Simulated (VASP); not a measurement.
# GaN (P6_3mc) in VASP: a series of runs

The runs below take GaN through single point, with PBE.

Program: VASP 6.6.1. These are calculated values, not measurements. Logs are shortened: lines on timing, memory, paths and dates and some standing lists are left out, and cuts for length are marked.

**1. Starting point**

The structure is hexagonal, space group P6_3mc (No. 186). Conventional cell: a = 3.180 Å, b = 3.180 Å, c = 5.166 Å, α = 90.00°, β = 90.00°, γ = 120.00°. Ga (site symmetry 3m) has 4 N at 1.94 to 1.95 Å as nearest neighbours. Around N (site symmetry 3m) lie 4 Ga at 1.94 to 1.95 Å.

**2. Single point, PBE**

INCAR reads:

```
PREC = Accurate
ENCUT = 450
EDIFF = 1E-7
ISMEAR = -5
SIGMA = 0.05
LREAL = F
LASPH = T
NELM = 100
ALGO = Normal
ISIF = 2
LWAVE = F
LCHARG = F
GGA = PE
ADDGRID = F
```

KPOINTS reads:

```
Automatic mesh
0
Gamma
  10 10 6
```

POSCAR reads:

```
GaN
1.0
    3.1800000000      0.0000000000      0.0000000000
   -1.5900000000      2.7539607840      0.0000000000
    0.0000000000      0.0000000000      5.1660000000
Ga N
2 2
Direct
    0.6521390000      0.3316270000      0.5245870000
    0.3764220000      0.6884330000      0.0161300000
    0.6603830000      0.3218970000      0.8783140000
    0.3311160000      0.6688000000      0.3826530000
```

Potentials or basis: VASP PAW PBE potentials, release 64 (Ga, N).

Launch:

```console
$ cat potpaw_PBE.64/Ga/POTCAR potpaw_PBE.64/N/POTCAR > POTCAR
$ mpirun -np 1 vasp_std > vasp.out
```

OUTCAR:

```text
PREC = Accurate
   ENCUT = 450
   EDIFF = 1E-7
   ISMEAR = -5
   LREAL = F
   LASPH = T
   NELM = 100
   ISIF = 2
   GGA = PE

 Found    304 irreducible k-points:

 Following reciprocal coordinates:
            Coordinates               Weight
  0.000000  0.000000  0.000000      1.000000
  0.100000  0.000000  0.000000      2.000000
  0.000000  0.100000  0.000000      2.000000
 -0.100000  0.100000  0.000000      2.000000
  0.200000  0.000000  0.000000      2.000000
  0.000000  0.200000  0.000000      2.000000
   k-points           NKPTS =    304   k-points in BZ     NKDIM =    304   number of bands    NBANDS=     12
   number of dos      NEDOS =    301   number of ions     NIONS =      4
   total plane-waves  NPLWV =  20736
   dimension x,y,z NGX =    24 NGY =   24 NGZ =   36
   dimension x,y,z NGXF=    48 NGYF=   48 NGZF=   72
   ions per type =               2   2
   NGX,Y,Z   is equivalent  to a cutoff of  12.55, 12.55, 11.59 a.u.
   NGXF,Y,Z  is equivalent  to a cutoff of  25.09, 25.09, 23.17 a.u.
 SYSTEM =  unknown system
   PREC   = accura    normal or accurate (medium, high low for compatibility)
   ISTART =      0    job   : 0-new  1-cont  2-samecut
   ICHARG =      2    charge: 1-file 2-atom 10-const
   ISPIN  =      1    spin polarized calculation?
   LNONCOLLINEAR =      F non collinear calculations
   LSORBIT =      F    spin-orbit coupling
   LASPH  =      T    aspherical Exc in radial PAW
   ENCUT  =  450.0 eV  33.07 Ry    5.75 a.u.   5.50  5.50  8.94*2*pi/ulx,y,z
   NELM   =    100;   NELMIN=  2; NELMDL= -5     # of ELM steps
   EDIFF  = 0.1E-06   stopping-criterion for ELM
   LREAL  =      F    real-space projection
   EDIFFG = 0.1E-05   stopping-criterion for IOM
   NSW    =      0    number of steps for IOM
   IBRION =     -1    ionic relax: 0-MD 1-quasi-New 2-CG
   NFREE  =      0    steps in history (QN), initial steepest desc. (CG)
   ISIF   =      2    stress and relaxation
   ISYM   =      2    0-nonsym 1-usesym 2-fastsym
   POTIM  = 0.5000    time-step for ionic-motion
   TEBEG  =    0.0;   TEEND  =   0.0 temperature during run
   PSTRESS=    0.0 pullay stress
   NELECT =      16.0000    total number of electrons
   NUPDOWN=      -1.0000    fix difference up-down
   EMIN   =  10.00;   EMAX   =-10.00  energy-range for DOS
   EFERMI =   0.00;   METHOD = LEGACY
   ISMEAR =    -5;   SIGMA  =   0.05  broadening in eV -4-tet -1-fermi 0-gaus
   EFERMI_NEDOS =   21; number of points for ismear=-14 and -15
   IALGO  =     38    algorithm
   IMIX   =      4    mixing-type and parameters
     AMIX     =   0.40;   BMIX     =  1.00
     AMIX_MAG =   1.60;   BMIX_MAG =  1.00
  volume/ion in A,a.u.               =      11.31        76.33
  Fermi-wavevector in a.u.,A,eV,Ry     =   1.157715  2.187764 18.235949  1.340304
  Thomas-Fermi vector in A             =   2.294324
   LORBIT       =      0    0 simple, 1 ext, 2 COOP (PROOUT), +10 PAW based schemes
   GGA     = PE    functional components
   LHFCALC =     F    Hartree Fock is set to
   AEXX    =    0.0000 exact exchange contribution
   IVDW    =     0    specifies the selected vdW correction
   LEPSILON=     F    determine dielectric tensor
   LRPA    =     F    only Hartree local field effects (RPA)
 non-spin polarized calculation
 Fermi weights with tetrahedron method with Bloechl corrections
  energy-cutoff  :      450.00
  volume of cell :       45.24
 maximum number of plane-waves:      1002
 NGX is ok and might be reduce to    24
   NGX = 11   NGY = 11   NGZ = 17

 number of electron      16.0000002 magnetization

 Free energy of the ion-electron system (eV)
  ---------------------------------------------------
  ext. energy  EPLUGINS =         0.00000000
  ---------------------------------------------------
  free energy    TOTEN  =       -23.94668672 eV

  energy without entropy =      -23.94668672  energy(sigma->0) =      -23.94668672

 E-fermi :   3.3177     XC(G=0): -10.9095

 val. band max:        3.2588933333   @ k =   0.0000   0.0000   0.0000
 cond. band min:       5.1057404867   @ k =   0.0000   0.0000   0.0000
 fundamental gap:      1.8468471534
 Fermi energy:         3.3176612763

 k-point     1 :       0.0000    0.0000    0.0000
  band No.  band energies     occupation
      1     -12.9457      2.00000
      2     -10.4519      2.00000
      3      -4.2416      2.00000
      4       1.7190      2.00000
      5       2.2738      2.00000
      6       2.8086      2.00000
      7       3.0944      2.00000
      8       3.2589      2.00000
      9       5.1057      0.00000
     10       7.6324      0.00000
     11      12.2943      0.00000
     12      12.8984      0.00000

 k-point     2 :       0.1000    0.0000    0.0000
  band No.  band energies     occupation
      1     -12.8111      2.00000
      2     -10.3658      2.00000
      3      -4.1011      2.00000
      4       1.5048      2.00000
      5       1.5822      2.00000
      6       2.4084      2.00000
      7       2.7396      2.00000
      8       3.0171      2.00000
      9       5.8880      0.00000
     10       8.2218      0.00000
     11      11.9274      0.00000
     12      12.2734      0.00000

 k-point     3 :       0.0000    0.1000    0.0000
  band No.  band energies     occupation
      1     -12.8079      2.00000
      2     -10.3636      2.00000
      3      -4.1004      2.00000
      4       1.0885      2.00000
      5       1.9982      2.00000
      6       2.2832      2.00000
      7       2.7173      2.00000
      8       3.1497      2.00000
      9       5.8663      0.00000
     10       8.2110      0.00000
     11      12.0495      0.00000
     12      12.4905      0.00000

 k-point     4 :      -0.1000    0.1000    0.0000
  band No.  band energies     occupation
      1     -12.8086      2.00000
      2     -10.3630      2.00000
      3      -4.1008      2.00000
      4       1.1121      2.00000
      5       1.9629      2.00000
      6       2.2866      2.00000
      7       2.7177      2.00000
      8       3.1632      2.00000
      9       5.8758      0.00000
     10       8.2028      0.00000
     11      11.9515      0.00000
     12      12.5950      0.00000

 k-point     5 :       0.2000    0.0000    0.0000
  band No.  band energies     occupation
      1     -12.4217      2.00000
      2     -10.1370      2.00000
      3      -3.6973      2.00000
      4       0.0132      2.00000
      5       1.1005      2.00000
      6       1.1681      2.00000
      7       2.4159      2.00000
      8       2.8017      2.00000
      9       7.0105      0.00000
     10       9.1164      0.00000
     11      10.7126      0.00000
     12      11.8053      0.00000

 k-point     6 :       0.0000    0.2000    0.0000
  band No.  band energies     occupation
      1     -12.4070      2.00000
      2     -10.1302      2.00000
      3      -3.6966      2.00000
      4      -0.3162      2.00000
      5       0.8891      2.00000
      6       1.4999      2.00000
      7       2.3570      2.00000
      8       2.9440      2.00000
      9       7.0015      0.00000
     10       9.1199      0.00000
     11      11.0243      0.00000
     12      11.9535      0.00000

 [... further k-points ...]

------------------------ aborting loop because EDIFF is reached ----------------------------------------

  FORCE on cell =-STRESS in cart. coord.  units (eV):
  Direction    XX          YY          ZZ          XY          YZ          ZX
  --------------------------------------------------------------------------------------
  -------------------------------------------------------------------------------------
  Total        1.7678198      3.7060479      7.3905823     -1.0537752     -0.6644383     -0.2572303
  in kB       62.6050392    131.2448701    261.7278678    -37.3180787    -23.5302171     -9.1094764
  external PRESSURE =     151.8592590 kB  Pullay stress =       0.0000000 kB

 VOLUME and BASIS-vectors are now :
 -----------------------------------------------------------------------------
  energy-cutoff  :      450.00
  volume of cell :       45.24
      direct lattice vectors                 reciprocal lattice vectors
     3.180000000  0.000000000  0.000000000     0.314465409  0.181556688  0.000000000
    -1.590000000  2.753960784  0.000000000     0.000000000  0.363113377  0.000000000
     0.000000000  0.000000000  5.166000000     0.000000000  0.000000000  0.193573364

 POSITION                                       TOTAL-FORCE (eV/Angst)
 -----------------------------------------------------------------------------------
      1.54652      0.91329      2.71002         0.415822      0.123116     -2.662162
      0.10241      1.89592      0.08333        -0.994692     -1.146228     -0.308448
      1.58820      0.88649      4.53737         0.879203      1.123278      2.038439
     -0.01044      1.84185      1.97679        -0.300333     -0.100167      0.932171
 -----------------------------------------------------------------------------------
    total drift:                                0.000229     -0.000126     -0.000696

  FREE ENERGIE OF THE ION-ELECTRON SYSTEM (eV)
  ---------------------------------------------------
  free  energy   TOTEN  =       -23.9466867176 eV

  energy  without entropy=      -23.9466867176  energy(sigma->0) =      -23.94668672
```

Run time: 53 s. Hardware: 1 thread of Intel Xeon 6975P-C (Granite Rapids), shared host; peak memory 0.27 GiB.

The run converged, but some of its settings lie outside the range that counts as converged, so its numbers aren't taken as properties of the crystal.

Results:

```yaml
Free_energy: -23.9467 eV
Largest_force: 2.697 eV/Å
Band_gap_on_the_k_mesh: 1.85 eV, direct
```

Caveat: the cutoff is under 1.25 times the usual one of these potentials, so pressure, stress and relaxed cells hold a basis-set (Pulay) error.

**3. Single point, PBE**

Changes to INCAR since step 2:

```diff
@@ -1,5 +1,5 @@
-PREC = Accurate
-ENCUT = 450
+PREC = Low
+ENCUT = 550
 EDIFF = 1E-7
-ISMEAR = -5
+ISMEAR = 0
 SIGMA = 0.05
```

KPOINTS is that of step 2.

POSCAR reads:

```
GaN
1.0
    3.1800000000      0.0000000000      0.0000000000
   -1.5900000000      2.7539607840      0.0000000000
    0.0000000000      0.0000000000      5.1660000000
Ga N
2 2
Direct
    0.6666666667      0.3333333333      0.5000000000
    0.3333333333      0.6666666667      0.0000000000
    0.6666666667      0.3333333333      0.8750000000
    0.3333333333      0.6666666667      0.3750000000
```

Potentials or basis: VASP PAW PBE potentials, release 64 (Ga, N).

Launch:

```console
$ cat potpaw_PBE.64/Ga/POTCAR potpaw_PBE.64/N/POTCAR > POTCAR
$ mpirun -np 1 vasp_std > vasp.out
```

Wall time 10 s (1 thread of Intel Xeon 6975P-C (Granite Rapids), shared host); peak memory 0.14 GiB.

The run converged, but some of its settings lie outside the range that counts as converged, so its numbers aren't taken as properties of the crystal.

What came out:

```yaml
Free_energy: -24.2208 eV
Pressure: 13.6 GPa
Largest_force: 0.173 eV/Å
Band_gap_on_the_k_mesh: 2.06 eV, direct
```

**4. Single point, PBE**

INCAR is that of step 3.

KPOINTS is that of step 3.

POSCAR reads:

```
GaN
1.0
    3.1800000000      0.0000000000      0.0000000000
   -1.5900000000      2.7539607840      0.0000000000
    0.0000000000      0.0000000000      5.1660000000
Ga N
2 2
Direct
    0.6521390000      0.3316270000      0.5245870000
    0.3764220000      0.6884330000      0.0161300000
    0.6603830000      0.3218970000      0.8783140000
    0.3311160000      0.6688000000      0.3826530000
```

Launch:

```console
$ cat potpaw_PBE.64/Ga/POTCAR potpaw_PBE.64/N/POTCAR > POTCAR
$ mpirun -np 1 vasp_std > vasp.out
```

Wall time 46 s (1 thread of Intel Xeon 6975P-C (Granite Rapids), shared host); peak memory 0.26 GiB.

The run converged, but some of its settings lie outside the range that counts as converged, so its numbers aren't taken as properties of the crystal.

Results:

```
Free energy            : -23.9414 eV
Pressure               : 15.9 GPa
Largest force          : 2.693 eV/Å
Band gap on the k mesh : 1.85 eV, direct
```
